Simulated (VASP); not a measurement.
An input for Ansatz (written as the equivalent of a VASP run, and not itself run):

Ansatz 0.2 input:
```yaml
crystal:
  lattice:
    - [0.0000000, 3.0700000, 3.0700000]
    - [3.0700000, 0.0000000, 3.0700000]
    - [3.0700000, 3.0700000, 0.0000000]
  atoms:
    - { symbol: Al, position: [0.0000000, 0.0000000, 0.0000000] }
    - { symbol: Sb, position: [0.7500000, 0.7500000, 0.7500000] }
kpoints:
  mp_grid: { grid: [7, 7, 7] }
hamiltonian:
  xc: pbe
  pseudopotentials: { kind: paw }
scf:
  occupations: { method: gaussian, width: 0.05 }
  max_iter: 100
relax:
  max_steps: 60
  f_tol: 0.01
  cell: {}
output: { forces: true, stress: true, eigenvalues: true }
```

Task: Translate this input to VASP (INCAR, KPOINTS, POSCAR, choice of POTCAR).

Result: This is not unique; one that fits is 
**KPOINTS**
```
K-points
0
Gamma
  7 7 7
```

**POSCAR**
```
AlSb
1.0
  0.0000000000   3.0700000000   3.0700000000
  3.0700000000   0.0000000000   3.0700000000
  3.0700000000   3.0700000000   0.0000000000
Al Sb
1 1
Cart
  0.0000000000   0.0000000000   0.0000000000
  4.6050000000   4.6050000000   4.6050000000
```

INCAR:
```
# general
SYSTEM   =  AlSb
PREC     =  Accurate
ENCUT    =  480   # plane-wave cut-off (eV)
LREAL    =  .FALSE.   # projection in real space or not
LASPH    =  .TRUE.

# electronic loop
EDIFF    =  1E-6   # SCF stop (eV)
NELM     =  100
ALGO     =  Normal   # blocked Davidson
LMAXMIX  =  4   # l cut-off of mixed one-centre charges

# smearing
ISMEAR   =  0   # Gaussian
SIGMA    =  0.05   # width (eV)

# functional
GGA      =  PE

# ions
IBRION   =  2
NSW      =  60   # most ionic steps
ISIF     =  3
EDIFFG   =  -0.01   # ionic stop

# output
LWAVE    =  .FALSE.
LCHARG   =  .FALSE.
```

POTCAR, in this order: Al Sb (PBE.64 set). Program: vasp_std.

Limits of the translation: each code has its own PAW files, so the cut-off isn't converted (ENCUT is set for VASP's; basis.ecutwfc is left out, and Ansatz then takes the one that its files recommend); Ansatz stops its SCF on the density residual and VASP on the energy change (EDIFF).

The compound is AlSb in the zinc blende structure. This run relaxes it. Symmetry was kept, so distortions that lower it aren't found.
